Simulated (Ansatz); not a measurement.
# SrTiO3: hydrostatic pressure series

Level of theory: DFT PBE+U, scalar-relativistic, plane waves, PAW (Ansatz). (420 eV cutoff, 8×8×8 k-mesh, Gaussian smearing of 0.02 eV, no spin polarisation, U_eff Ti 4.0 eV on d shells)

Reference structure (relaxed):

```
CELL_PARAMETERS angstrom
3.94713 0.00000 0.00000
0.00000 3.94713 0.00000
0.00000 0.00000 3.94713
ATOMIC_POSITIONS crystal
Sr 0.00000 0.00000 0.00000
Ti 0.50000 0.50000 0.50000
O 0.50000 0.00000 0.50000
O 0.50000 0.50000 0.00000
O 0.00000 0.50000 0.50000
```

Cell and atoms are relaxed at each pressure within the symmetry of the start, at zero temperature, so transitions that lower the symmetry aren't seen. The k-mesh given is that at zero pressure and may differ at others. a, b and c are the lengths of the cell vectors above. Gaps are Kohn–Sham gaps over the whole zone.

Pressures computed: -3, 3, 8, 15, 30, 60 GPa.

Q: At which pressure does the cell have a = 3.667, b = 3.667 and c = 3.667 Å?

A: About 60 GPa, where V/V0 = 0.802 and the gap is 2.77 eV.

Symmetry holds off the tilts and polar distortions that many cubic perovskites undergo.